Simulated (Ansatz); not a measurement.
# Copper, hcp under revPBE: structure, energy and stiffness, part 2 of 2

Aim: take copper in the hcp structure, relax it, solve it on a dense k-mesh, then scale the cell to 7 volumes from 88 to 112 % of the relaxed one and try a fit of the equation of state. Spin polarisation is left out. The k-meshes are 14×14×8 for the relaxation; 23×23×12 for the dense run; 16×16×9 for the volumes.

Ansatz 0.2.0; DFT, revPBE, plane waves (420 eV) with PAW, scalar-relativistic. The steps go on from the part before.

## Step 3: Dense single point

This is Cu in the hcp structure; at room conditions it is fcc.

Contents of input.yaml:

```yaml
crystal:
  lattice:
    - [2.5883303632, 0.0, 0.0]
    - [-1.2941651816, 2.241559848, 0.0]
    - [0.0, 0.0, 4.2375839915]
  atoms:
    - { symbol: Cu, position: [0.3333333333, 0.6666666667, 0.25] }
    - { symbol: Cu, position: [0.6666666667, 0.3333333333, 0.75] }
hamiltonian:
  xc: revpbe
  pseudopotentials:
    kind: paw
    azcp:
      Cu: "pseudopotentials/Cu.paw.azcp"
basis:
  ecutwfc: 420
  fft_grid_basis: typed
kpoints:
  mp_grid: { grid: [23, 23, 12], shift: [0, 0, 0] }
magnetization:
  spin_polarized: false
scf:
  occupations: { method: fermi_dirac, width: 0.1 }
```

Output, cut to the lines that bear on the results:

```text
Warning: RAYON_NUM_THREADS=2 ignored (pool sized by the plan → 2); use --threads N
[...]
Pseudopotentials: kind: paw
Pseudopotential: Cu, paw, valence charge 19, recommended cutoff 420 eV (normal), <dir>
Functional definition: revPBE
[...]
Crystal: 2 atoms, lattice volume = 24.586 Å³
Basis set: ecut = 420 eV, 489 PW (Γ)
Bands: 23, of which v1, the nominal top of the filled ones, is band 19 counted from 1 (18 counted from 0)
Symmetry: 24 space group operations
Space group: P63/mmc (ITA 194), of the structure as read, at distance tolerance 2.9e-5 Å
k-points: 392 of 6348
[...]
SCF iter   1: F=—  HF=-13257.743490 eV  |F-HF|=—  |Δ(HF+E_count)|=         —  Δρ=6.42e-3  dr2=5.01e-3  ethr=1.77e-3  ⟨swp⟩=4.6  Hψ=32875  notcnv=0
[...]
SCF iter   6: F=-13257.742853 eV  HF=-13257.742853 eV  |F-HF|=2.18e-11  |Δ(HF+E_count)|=   1.08e-9  Δρ=4.83e-7  dr2=4.34e-11  ethr=9.42e-12  ⟨swp⟩=1.4  Hψ=23630  notcnv=0
[...]
SCF converged after 6 iterations
Free energy (F): -13257.742853 eV
[...]
E sigma→0 (E₀):  -13257.731680 eV
Entropy (-TS):   -0.022348 eV (-11.174 meV/atom)
Fermi energy:    16.035689 eV
[...]
```

Run time: 4.1 s. Hardware: 2 threads of an x86-64 CPU, shared host; peak memory 0.52 GiB.

## Step 4: Equation of state: 88 %

Contents of input.yaml:

```yaml
crystal:
  lattice:
    - [2.4803554998, 0.0, 0.0]
    - [-1.2401777499, 2.1480508733, 0.0]
    - [0.0, 0.0, 4.0608088165]
  atoms:
    - { symbol: Cu, position: [0.3333333333, 0.6666666667, 0.25] }
    - { symbol: Cu, position: [0.6666666667, 0.3333333333, 0.75] }
hamiltonian:
  xc: revpbe
  pseudopotentials:
    kind: paw
    azcp:
      Cu: "pseudopotentials/Cu.paw.azcp"
basis:
  ecutwfc: 420
  fft_grid_basis: typed
kpoints:
  mp_grid: { grid: [16, 16, 9], shift: [0, 0, 0] }
magnetization:
  spin_polarized: false
scf:
  occupations: { method: fermi_dirac, width: 0.1 }
  lower_state_search: "off"
output:
  stress: true
  write_density: true
  write_potential: true
  elf: true
  volumetric_format: npy
```

Output, cut to the lines that bear on the results:

```text
Warning: RAYON_NUM_THREADS=2 ignored (pool sized by the plan → 2); use --threads N
[...]
Pseudopotentials: kind: paw
Pseudopotential: Cu, paw, valence charge 19, recommended cutoff 420 eV (normal), <dir>
Functional definition: revPBE
[...]
Crystal: 2 atoms, lattice volume = 21.636 Å³
Basis set: ecut = 420 eV, 391 PW (Γ)
Bands: 23, of which v1, the nominal top of the filled ones, is band 19 counted from 1 (18 counted from 0)
Symmetry: 24 space group operations
Space group: P63/mmc (ITA 194), of the structure as read, at distance tolerance 2.8e-5 Å
k-points: 150 of 2304
[...]
SCF iter   1: F=—  HF=-13257.562571 eV  |F-HF|=—  |Δ(HF+E_count)|=         —  Δρ=6.62e-3  dr2=4.60e-3  ethr=1.77e-3  ⟨swp⟩=5.3  Hψ=12838  notcnv=0
[...]
SCF iter   6: F=-13257.561964 eV  HF=-13257.561964 eV  |F-HF|=1.09e-11  |Δ(HF+E_count)|=  4.18e-10  Δρ=4.85e-7  dr2=2.35e-11  ethr=2.56e-12  ⟨swp⟩=4.7  Hψ=19113  notcnv=0
[...]
SCF converged after 6 iterations
Free energy (F): -13257.561964 eV
[...]
E sigma→0 (E₀):  -13257.551446 eV
Entropy (-TS):   -0.021036 eV (-10.518 meV/atom)
Fermi energy:    18.837776 eV
[...]
--- Stress (GPa, compression-positive) ---
       22.431178       0.000000       0.000000
        0.000000      22.431178       0.000000
        0.000000       0.000000      22.194347
  P = ⅓ Tr σ = 22.3522 GPa (223.522 kbar)
--- Band table (eV; the first three rows and the last of 150) ---
  k-point 0: bands = ["-94.0521", "-94.0317", "-51.4315", "-51.3065", "-51.3065", "-51.2844", "-51.2844", "-51.2818", "8.7545", "13.2386", "15.5516", "15.6282", "15.6282", "15.8684", "15.8684", "16.2064", "16.2064", "17.0586", "17.0586", "17.5030", "23.0473", "40.9112", "41.9329"]
[...]
```

Wall time 2.1 s (2 threads of an x86-64 CPU, shared host); peak memory 0.44 GiB.

Density in a lattice plane of the grid's cell (edges 2.48 and 4.06 Å, at 0.333 of the third edge), which holds Cu.

Ten even steps from ' ' (0.24 e/Å³) to '@' (54.55 e/Å³):
```
                            
                            
                ..::::..    
              ::==****--..  
              ::**@@@@++..  
              ::==##**--..  
                ..::::..    
                            
                            
                            
                            
                            
                            
                            
                            
                            
                            
                            
                            
                            
```
Columns run along the first of these edges and rows up along the second, over one cell in 14 and 20 even steps from the bottom left corner. Atoms in the plane (fractional): Cu at (0.67, 0.75).

ELF in the same plane.

Values, 12 rows by 8 columns:
```
0.18 0.25 0.23 0.18 0.19 0.22 0.21 0.18
0.17 0.22 0.20 0.19 0.33 0.58 0.50 0.26
0.18 0.21 0.19 0.21 0.49 0.87 0.78 0.35
0.17 0.22 0.20 0.19 0.33 0.58 0.50 0.26
0.18 0.25 0.23 0.18 0.19 0.22 0.21 0.18
0.23 0.23 0.23 0.22 0.20 0.19 0.19 0.21
0.18 0.17 0.17 0.20 0.26 0.29 0.29 0.24
0.17 0.18 0.18 0.18 0.22 0.29 0.28 0.20
0.18 0.20 0.20 0.18 0.21 0.28 0.26 0.19
0.17 0.18 0.18 0.18 0.22 0.29 0.28 0.20
0.18 0.17 0.17 0.20 0.26 0.29 0.29 0.24
0.24 0.23 0.23 0.23 0.20 0.18 0.18 0.21
```
Columns run along the first of these edges and rows up along the second, over one cell in 8 and 12 even steps from the bottom left corner. Atoms in the plane (fractional): Cu at (0.67, 0.75).

Both are smooth fields of the valence electrons: close to the nuclei they are not physical.

## Step 5: Equation of state: 92 %

Changes to input.yaml since step 4:

```diff
@@ -2,5 +2,5 @@
   lattice:
-    - [2.4803554998, 0.0, 0.0]
-    - [-1.2401777499, 2.1480508733, 0.0]
-    - [0.0, 0.0, 4.0608088165]
+    - [2.5173811898, 0.0, 0.0]
+    - [-1.2586905949, 2.1801160614, 0.0]
+    - [0.0, 0.0, 4.1214268403]
   atoms:
```

Output, cut to the lines that bear on the results:

```text
Warning: RAYON_NUM_THREADS=2 ignored (pool sized by the plan → 2); use --threads N
[...]
Pseudopotentials: kind: paw
Pseudopotential: Cu, paw, valence charge 19, recommended cutoff 420 eV (normal), <dir>
Functional definition: revPBE
[...]
Crystal: 2 atoms, lattice volume = 22.619 Å³
Basis set: ecut = 420 eV, 427 PW (Γ)
Bands: 23, of which v1, the nominal top of the filled ones, is band 19 counted from 1 (18 counted from 0)
Symmetry: 24 space group operations
Space group: P63/mmc (ITA 194), of the structure as read, at distance tolerance 2.8e-5 Å
k-points: 150 of 2304
[...]
SCF iter   1: F=—  HF=-13257.670013 eV  |F-HF|=—  |Δ(HF+E_count)|=         —  Δρ=6.67e-3  dr2=4.94e-3  ethr=1.77e-3  ⟨swp⟩=4.9  Hψ=12692  notcnv=0
[...]
SCF iter   6: F=-13257.669327 eV  HF=-13257.669327 eV  |F-HF|=1.46e-11  |Δ(HF+E_count)|=  6.18e-10  Δρ=5.81e-7  dr2=3.18e-11  ethr=3.54e-12  ⟨swp⟩=4.7  Hψ=18782  notcnv=0
[...]
SCF converged after 6 iterations
Free energy (F): -13257.669327 eV
[...]
E sigma→0 (E₀):  -13257.658598 eV
Entropy (-TS):   -0.021458 eV (-10.729 meV/atom)
Fermi energy:    17.811554 eV
[...]
--- Stress (GPa, compression-positive) ---
       13.077556       0.000000       0.000000
       -0.000000      13.077556       0.000000
        0.000000       0.000000      12.863072
  P = ⅓ Tr σ = 13.0061 GPa (130.061 kbar)
--- Band table (eV; the first three rows and the last of 150) ---
  k-point 0: bands = ["-94.9560", "-94.9395", "-52.3255", "-52.2205", "-52.2205", "-52.2018", "-52.2018", "-52.1996", "8.0891", "12.4882", "14.6793", "14.7523", "14.7523", "14.9754", "14.9754", "15.2908", "15.2908", "16.0872", "16.0872", "16.6186", "21.7843", "39.5277", "40.2122"]
[...]
```

It took 2.8 s on 2 threads of an x86-64 CPU, shared host; peak memory 0.44 GiB.

## Step 6: Equation of state: 96 %

Changes to input.yaml since step 5:

```diff
@@ -2,5 +2,5 @@
   lattice:
-    - [2.5173811898, 0.0, 0.0]
-    - [-1.2586905949, 2.1801160614, 0.0]
-    - [0.0, 0.0, 4.1214268403]
+    - [2.5533486377, 0.0, 0.0]
+    - [-1.2766743188, 2.2112647849, 0.0]
+    - [0.0, 0.0, 4.1803123223]
   atoms:
@@ -26,5 +26 @@
   stress: true
-  write_density: true
-  write_potential: true
-  elf: true
-  volumetric_format: npy
```

Output, cut to the lines that bear on the results:

```text
Warning: RAYON_NUM_THREADS=2 ignored (pool sized by the plan → 2); use --threads N
[...]
Pseudopotentials: kind: paw
Pseudopotential: Cu, paw, valence charge 19, recommended cutoff 420 eV (normal), <dir>
Functional definition: revPBE
[...]
Crystal: 2 atoms, lattice volume = 23.603 Å³
Basis set: ecut = 420 eV, 463 PW (Γ)
Bands: 23, of which v1, the nominal top of the filled ones, is band 19 counted from 1 (18 counted from 0)
Symmetry: 24 space group operations
Space group: P63/mmc (ITA 194), of the structure as read, at distance tolerance 2.9e-5 Å
k-points: 150 of 2304
[...]
SCF iter   1: F=—  HF=-13257.726528 eV  |F-HF|=—  |Δ(HF+E_count)|=         —  Δρ=6.76e-3  dr2=5.35e-3  ethr=1.77e-3  ⟨swp⟩=4.8  Hψ=12613  notcnv=0
[...]
SCF iter   6: F=-13257.725781 eV  HF=-13257.725781 eV  |F-HF|=1.82e-12  |Δ(HF+E_count)|=   1.10e-9  Δρ=4.93e-7  dr2=3.53e-11  ethr=6.95e-12  ⟨swp⟩=1.8  Hψ=9983  notcnv=0
[...]
SCF converged after 6 iterations
Free energy (F): -13257.725781 eV
[...]
E sigma→0 (E₀):  -13257.714822 eV
Entropy (-TS):   -0.021919 eV (-10.959 meV/atom)
Fermi energy:    16.873987 eV
[...]
--- Stress (GPa, compression-positive) ---
        5.741786      -0.000000      -0.000000
       -0.000000       5.741786      -0.000000
        0.000000      -0.000000       5.560743
  P = ⅓ Tr σ = 5.6814 GPa (56.814 kbar)
```

Run time: 1.7 s. Hardware: 2 threads of an x86-64 CPU, shared host; peak memory 0.43 GiB.

## Step 7: Equation of state: 100 %

Changes to input.yaml since step 6:

```diff
@@ -2,5 +2,5 @@
   lattice:
-    - [2.5533486377, 0.0, 0.0]
-    - [-1.2766743188, 2.2112647849, 0.0]
-    - [0.0, 0.0, 4.1803123223]
+    - [2.5883303632, 0.0, 0.0]
+    - [-1.2941651816, 2.241559848, 0.0]
+    - [0.0, 0.0, 4.2375839915]
   atoms:
@@ -26 +26,5 @@
   stress: true
+  write_density: true
+  write_potential: true
+  elf: true
+  volumetric_format: npy
```

Output, cut to the lines that bear on the results:

```text
Warning: RAYON_NUM_THREADS=2 ignored (pool sized by the plan → 2); use --threads N
[...]
Pseudopotentials: kind: paw
Pseudopotential: Cu, paw, valence charge 19, recommended cutoff 420 eV (normal), <dir>
Functional definition: revPBE
[...]
Crystal: 2 atoms, lattice volume = 24.586 Å³
Basis set: ecut = 420 eV, 489 PW (Γ)
Bands: 23, of which v1, the nominal top of the filled ones, is band 19 counted from 1 (18 counted from 0)
Symmetry: 24 space group operations
Space group: P63/mmc (ITA 194), of the structure as read, at distance tolerance 2.9e-5 Å
k-points: 150 of 2304
[...]
SCF iter   1: F=—  HF=-13257.743077 eV  |F-HF|=—  |Δ(HF+E_count)|=         —  Δρ=6.77e-3  dr2=5.64e-3  ethr=1.77e-3  ⟨swp⟩=4.6  Hψ=12570  notcnv=0
[...]
SCF iter   6: F=-13257.742325 eV  HF=-13257.742325 eV  |F-HF|=3.82e-11  |Δ(HF+E_count)|=   1.06e-9  Δρ=5.42e-7  dr2=5.59e-11  ethr=1.24e-11  ⟨swp⟩=5.1  Hψ=18888  notcnv=0
[...]
SCF converged after 6 iterations
Free energy (F): -13257.742325 eV
[...]
E sigma→0 (E₀):  -13257.731143 eV
Entropy (-TS):   -0.022364 eV (-11.182 meV/atom)
Fermi energy:    16.014414 eV
[...]
--- Stress (GPa, compression-positive) ---
       -0.015452      -0.000000       0.000000
       -0.000000      -0.015452       0.000000
        0.000000       0.000000      -0.151515
  P = ⅓ Tr σ = -0.0608 GPa (-0.608 kbar)
--- Band table (eV; the first three rows and the last of 150) ---
  k-point 0: bands = ["-96.5454", "-96.5343", "-53.9010", "-53.8257", "-53.8257", "-53.8120", "-53.8120", "-53.8104", "6.9325", "11.1648", "13.1416", "13.2079", "13.2079", "13.4022", "13.4022", "13.6790", "13.6790", "14.3802", "14.3802", "15.0712", "19.5684", "37.0498", "37.1539"]
[...]
```

It took 2.5 s on 2 threads of an x86-64 CPU, shared host; peak memory 0.45 GiB.

## Step 8: Equation of state: 104 %

Changes to input.yaml since step 7:

```diff
@@ -2,5 +2,5 @@
   lattice:
-    - [2.5883303632, 0.0, 0.0]
-    - [-1.2941651816, 2.241559848, 0.0]
-    - [0.0, 0.0, 4.2375839915]
+    - [2.6223912477, 0.0, 0.0]
+    - [-1.3111956239, 2.2710574392, 0.0]
+    - [0.0, 0.0, 4.2933480704]
   atoms:
@@ -26,5 +26 @@
   stress: true
-  write_density: true
-  write_potential: true
-  elf: true
-  volumetric_format: npy
```

Output, cut to the lines that bear on the results:

```text
Warning: RAYON_NUM_THREADS=2 ignored (pool sized by the plan → 2); use --threads N
[...]
Pseudopotentials: kind: paw
Pseudopotential: Cu, paw, valence charge 19, recommended cutoff 420 eV (normal), <dir>
Functional definition: revPBE
[...]
Crystal: 2 atoms, lattice volume = 25.569 Å³
Basis set: ecut = 420 eV, 525 PW (Γ)
Bands: 23, of which v1, the nominal top of the filled ones, is band 19 counted from 1 (18 counted from 0)
Symmetry: 24 space group operations
Space group: P63/mmc (ITA 194), of the structure as read, at distance tolerance 2.9e-5 Å
k-points: 150 of 2304
[...]
SCF iter   1: F=—  HF=-13257.728377 eV  |F-HF|=—  |Δ(HF+E_count)|=         —  Δρ=6.74e-3  dr2=5.84e-3  ethr=1.77e-3  ⟨swp⟩=4.6  Hψ=12594  notcnv=0
[...]
SCF iter   6: F=-13257.727593 eV  HF=-13257.727593 eV  |F-HF|=6.73e-11  |Δ(HF+E_count)|=   1.02e-9  Δρ=4.90e-7  dr2=5.05e-11  ethr=1.42e-11  ⟨swp⟩=2.3  Hψ=11056  notcnv=0
[...]
SCF converged after 6 iterations
Free energy (F): -13257.727593 eV
[...]
E sigma→0 (E₀):  -13257.716223 eV
Entropy (-TS):   -0.022740 eV (-11.370 meV/atom)
Fermi energy:    15.223472 eV
[...]
--- Stress (GPa, compression-positive) ---
       -4.532850       0.000000       0.000000
        0.000000      -4.532850       0.000000
        0.000000       0.000000      -4.620882
  P = ⅓ Tr σ = -4.5622 GPa (-45.622 kbar)
```

Run time: 2.7 s. Hardware: 2 threads of an x86-64 CPU, shared host; peak memory 0.44 GiB.

## Step 9: Equation of state: 108 %

Changes to input.yaml since step 8:

```diff
@@ -2,5 +2,5 @@
   lattice:
-    - [2.6223912477, 0.0, 0.0]
-    - [-1.3111956239, 2.2710574392, 0.0]
-    - [0.0, 0.0, 4.2933480704]
+    - [2.6555895979, 0.0, 0.0]
+    - [-1.327794799, 2.2998080538, 0.0]
+    - [0.0, 0.0, 4.3477000184]
   atoms:
@@ -26 +26,5 @@
   stress: true
+  write_density: true
+  write_potential: true
+  elf: true
+  volumetric_format: npy
```

Output, cut to the lines that bear on the results:

```text
Warning: RAYON_NUM_THREADS=2 ignored (pool sized by the plan → 2); use --threads N
[...]
Pseudopotentials: kind: paw
Pseudopotential: Cu, paw, valence charge 19, recommended cutoff 420 eV (normal), <dir>
Functional definition: revPBE
[...]
Crystal: 2 atoms, lattice volume = 26.553 Å³
Basis set: ecut = 420 eV, 549 PW (Γ)
Bands: 23, of which v1, the nominal top of the filled ones, is band 19 counted from 1 (18 counted from 0)
Symmetry: 24 space group operations
Space group: P63/mmc (ITA 194), of the structure as read, at distance tolerance 3.0e-5 Å
k-points: 150 of 2304
[...]
SCF iter   1: F=—  HF=-13257.689145 eV  |F-HF|=—  |Δ(HF+E_count)|=         —  Δρ=6.64e-3  dr2=5.90e-3  ethr=1.77e-3  ⟨swp⟩=4.6  Hψ=12625  notcnv=0
[...]
SCF iter   6: F=-13257.688348 eV  HF=-13257.688348 eV  |F-HF|=1.04e-8  |Δ(HF+E_count)|=   1.09e-7  Δρ=8.06e-6  dr2=1.66e-8  ethr=2.63e-10  ⟨swp⟩=8.0  Hψ=22634  notcnv=0
[...]
SCF converged after 6 iterations
Free energy (F): -13257.688348 eV
[...]
E sigma→0 (E₀):  -13257.676831 eV
Entropy (-TS):   -0.023034 eV (-11.517 meV/atom)
Fermi energy:    14.493059 eV
[...]
--- Stress (GPa, compression-positive) ---
       -8.066821      -0.000000      -0.000000
       -0.000000      -8.066821      -0.000000
       -0.000000      -0.000000      -8.112959
  P = ⅓ Tr σ = -8.0822 GPa (-80.822 kbar)
--- Band table (eV; the first three rows and the last of 150) ---
  k-point 0: bands = ["-97.8964", "-97.8889", "-55.2437", "-55.1886", "-55.1886", "-55.1784", "-55.1784", "-55.1773", "5.9630", "10.0346", "11.8296", "11.8901", "11.8901", "12.0611", "12.0611", "12.3064", "12.3064", "12.9295", "12.9295", "13.7624", "17.6877", "34.5179", "34.5179"]
[...]
```

Wall time 3.3 s (2 threads of an x86-64 CPU, shared host); peak memory 0.43 GiB.

## Step 10: Equation of state: 112 %

Changes to input.yaml since step 9:

```diff
@@ -2,5 +2,5 @@
   lattice:
-    - [2.6555895979, 0.0, 0.0]
-    - [-1.327794799, 2.2998080538, 0.0]
-    - [0.0, 0.0, 4.3477000184]
+    - [2.687978029, 0.0, 0.0]
+    - [-1.3439890145, 2.3278572579, 0.0]
+    - [0.0, 0.0, 4.4007259763]
   atoms:
```

Output, cut to the lines that bear on the results:

```text
Warning: RAYON_NUM_THREADS=2 ignored (pool sized by the plan → 2); use --threads N
[...]
Pseudopotentials: kind: paw
Pseudopotential: Cu, paw, valence charge 19, recommended cutoff 420 eV (normal), <dir>
Functional definition: revPBE
[...]
Crystal: 2 atoms, lattice volume = 27.536 Å³
Basis set: ecut = 420 eV, 549 PW (Γ)
Bands: 23, of which v1, the nominal top of the filled ones, is band 19 counted from 1 (18 counted from 0)
Symmetry: 24 space group operations
Space group: P63/mmc (ITA 194), of the structure as read, at distance tolerance 3.0e-5 Å
k-points: 150 of 2304
[...]
SCF iter   1: F=—  HF=-13257.630753 eV  |F-HF|=—  |Δ(HF+E_count)|=         —  Δρ=6.48e-3  dr2=5.82e-3  ethr=1.77e-3  ⟨swp⟩=4.6  Hψ=12623  notcnv=0
[...]
SCF iter   6: F=-13257.629976 eV  HF=-13257.629976 eV  |F-HF|=1.15e-8  |Δ(HF+E_count)|=   1.22e-7  Δρ=7.68e-6  dr2=1.55e-8  ethr=2.63e-10  ⟨swp⟩=8.0  Hψ=22797  notcnv=0
[...]
SCF converged after 6 iterations
Free energy (F): -13257.629976 eV
[...]
E sigma→0 (E₀):  -13257.618342 eV
Entropy (-TS):   -0.023266 eV (-11.633 meV/atom)
Fermi energy:    13.816241 eV
[...]
--- Stress (GPa, compression-positive) ---
      -10.819557       0.000000       0.000000
        0.000000     -10.819557       0.000000
        0.000000       0.000000     -10.833048
  P = ⅓ Tr σ = -10.8241 GPa (-108.241 kbar)
--- Band table (eV; the first three rows and the last of 150) ---
  k-point 0: bands = ["-98.4984", "-98.4922", "-55.8430", "-55.7957", "-55.7957", "-55.7869", "-55.7869", "-55.7859", "5.5352", "9.5294", "11.2432", "11.3011", "11.3011", "11.4620", "11.4620", "11.6937", "11.6937", "12.2829", "12.2829", "13.1811", "16.8507", "33.3333", "33.3333"]
[...]
```

It took 3.5 s on 2 threads of an x86-64 CPU, shared host; peak memory 0.45 GiB.

## Step 11: The equation of state

All volumes keep the relaxed shape and fractional coordinates.

```
V (Å³/atom)  E − E₀ (meV/atom)  P from the stress (GPa)  P from the fit (GPa)
     10.818               89.8                    22.35                 22.34
     11.310               36.3                    13.01                 12.97
     11.801                8.2                     5.68                  5.64
     12.293                0.0                    -0.06                 -0.09
     12.785                7.5                    -4.56                 -4.58
     13.276               27.2                    -8.08                 -8.10
     13.768               56.4                   -10.82                -10.85
```

A third-order Birch-Murnaghan fit gives V₀ = 12.284 Å³/atom, B₀ = 127 GPa and B₀′ = 5.1; it misses no point by more than 0.01 meV/atom.

## Step 12: Summary of results

The summary covers parts 1 to 2.

| quantity | value |
| --- | --- |
| space group (spins left aside) | P6_3/mmc (No. 194) |
| conventional cell | a = 2.588 Å, c = 4.238 Å (c/a = 1.637) |
| volume | 12.293 Å³/atom |
| shortest distance | 2.588 Å |
| gap on the mesh | none (levels filled in part) |
| relative to fcc | +9 meV/atom |
| V₀, B₀, B₀′ | 12.284 Å³/atom, 127 GPa, 5.1 |

From the guessed start the volume grew by 4.1 % in 7 steps. It lies 9 meV/atom above the element's reference form at the same level (fcc, from a run of its own). Levels at the Fermi energy are filled in part, as in a metal. The fitted modulus is 127 GPa; letting shape and positions relax at each volume could only lower it. Relaxation kept the symmetry; phonons were not checked.
